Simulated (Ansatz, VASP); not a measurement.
Two plane-wave programs on Fe

INCAR

```
SYSTEM = Fe
  PREC = Accurate
  ENCUT = 520
  EDIFF = 1E-7
  ISMEAR = -1
  SIGMA = 0.05
  LREAL = .False.
  LASPH = .True.
  NELM = 150
  ALGO = Normal
  ISIF = 2
  LWAVE = .False.
  LCHARG = .False.
  ISPIN = 2
  MAGMOM = 2.637 2.637
  LORBIT = 11
  LMAXMIX = 4
  GGA = RE
  NBANDS = 19
```

File KPOINTS:

```
regular mesh
0
Gamma
  16 16 8
  0 0 0
```

Contents of POSCAR:

```
Fe
1.0
    2.5699072265      0.0000000000      0.0000000000
   -1.2849536133      2.2256049435      0.0000000000
    0.0000000000      0.0000000000      4.4725926493
Fe
2
Direct
    0.3333333333      0.6666666667      0.2500000000
    0.6666666667      0.3333333333      0.7500000000
```

Input for Ansatz:

```yaml
crystal:
  lattice:
    - [2.5699072265, 0.0, 0.0]
    - [-1.2849536133, 2.2256049435, 0.0]
    - [0.0, 0.0, 4.4725926493]
  atoms:
    - { symbol: Fe, position: [0.3333333333, 0.6666666667, 0.25], spin: 2.637 }
    - { symbol: Fe, position: [0.6666666667, 0.3333333333, 0.75], spin: 2.637 }
hamiltonian:
  xc: revpbe
  pseudopotentials:
    kind: paw
    azcp:
      Fe: "pseudopotentials/Fe.paw.azcp"
basis:
  ecutwfc: 420
  fft_grid_basis: typed
kpoints:
  mp_grid: { grid: [16, 16, 8], shift: [0, 0, 0] }
magnetization:
  spin_polarized: true
scf:
  occupations: { method: fermi_dirac, width: 0.05 }
  lower_state_search: "off"
output:
  stress: true
```

Alike in both runs: task single point; functional revPBE; k mesh 16 × 16 × 8; occupations fermi-dirac, width 0.05 eV; collinear spin.

|  | VASP | Ansatz |
| --- | --- | --- |
| version | VASP 6.6.1 | Ansatz 0.2.0 |
| potentials or method | VASP PAW PBE potentials, release 64 (Fe) | plane waves (420 eV) with PAW, scalar-relativistic |
| plane-wave cutoff (eV) | 520 | 420 |
| valence electrons in the cell | 16 | 32 |

VASP gave:

- pressure (GPa): -5.6
- largest component of the traceless stress (GPa): 0.31
- net moment per atom (μB): 2.61
- size of the moment on the site where the two differ most (μB): 2.62

Q: What did Ansatz give for the same quantities?

A: Pressure (GPa): -5.5; largest component of the traceless stress (GPa): 0.20; net moment per atom (μB): 2.62; size of the moment on the site where the two differ most (μB): 2.66.

Site moments also hang on the region over which each program counts them. The two sets of potentials don't hold the same shells in valence.

Caveats: the PAW data sets were made with another functional, which shifts forces and pressure a little (VASP).
